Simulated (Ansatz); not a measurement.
# SrTiO3: strain energy, fitted

SrTiO3, Pm-3m, a = 3.918 Å. The structure is a Materials Project entry; whether it is the stable form wasn't checked. Ansatz: r2SCAN+U, PAW, 500 eV, Γ-centred 6×6×6 mesh on 5 atoms, Gaussian smearing 0.02 eV; U_eff Ti 4.00 eV; no spin polarisation. Series: biaxial strain in the a-b plane, c and atoms relaxed; x is the strain in per cent. y is the free energy over the unstrained cell, V0 = 12.026 Å³/atom.

```
x (%) y (meV/atom)
 -4.5             ?
 -3.0         29.18
 -1.5          6.95
  0.0          0.00
  1.5          6.17
  3.0         23.68
  4.5         50.99
```

Problem. Fit y = c2 x² + c3 x³ to the other rows, turn c2 into a modulus, and predict the missing energy.

Solution. Least squares on the rows shown. y = 2.9465 x² − 0.096257 x³. In eV per unit strain² c2 is 29.46; M is the biaxial modulus (E = M V0 ε²): 29.46 × 160.2 / (12.026) = 393 GPa. At x = -4.5 the fit asked for gives 68.44 meV/atom. The run gave 69.25 meV/atom, so the fit is 0.81 meV/atom too low, 1.2 % of the span of the series, against an rms of 0.13 meV/atom on the fitted rows. The row lies outside the fitted range. With a term in x⁴ added, a fit to the same known rows predicts 69.58 meV/atom, a smaller miss on the other side.

Symmetry holds off the tilts and polar distortions that many cubic perovskites undergo.